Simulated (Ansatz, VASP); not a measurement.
# Two plane-wave programs on SnO (Romarchite)

```
Sn O
1.0
     3.84006    0.00000    0.00000
     0.00000    3.84006    0.00000
     0.00000    0.00000    4.72847
Sn O
2 2
Direct
  0.50000 0.00000 0.23899
  0.00000 0.50000 0.76101
  0.00000 0.00000 0.00000
  0.50000 0.50000 0.00000
```

Change from the starting cell: epitaxial_xy strain +1.2%.

Alike in both runs: task single point; functional PBE; k mesh 6 × 6 × 6; occupations fermi-dirac, width 0.02 eV; no spin polarisation.

```csv
,VASP,Ansatz
version,VASP 6.6.1,Ansatz 0.2.0
potentials or method,"VASP PAW PBE potentials, release 64 (Sn_d, O)","plane waves, PAW"
plane-wave cutoff (eV),520,420
valence electrons in the cell,40,40
```

Ansatz gave:

| Quantity | Value |
| --- | --- |
| pressure (GPa) | 3.8 |
| largest component of the traceless stress (GPa) | 0.61 |
| rms of the force components (eV/Å) | 0.188 |

Which values does VASP return?

Pressure (GPa): 4.1; largest component of the traceless stress (GPa): 0.62; rms of the force components (eV/Å): 0.223.

Atom by atom the forces differ by 0.035 eV/Å (rms over components). The functional is the same, so the differences come from potentials, cutoffs and numerics.
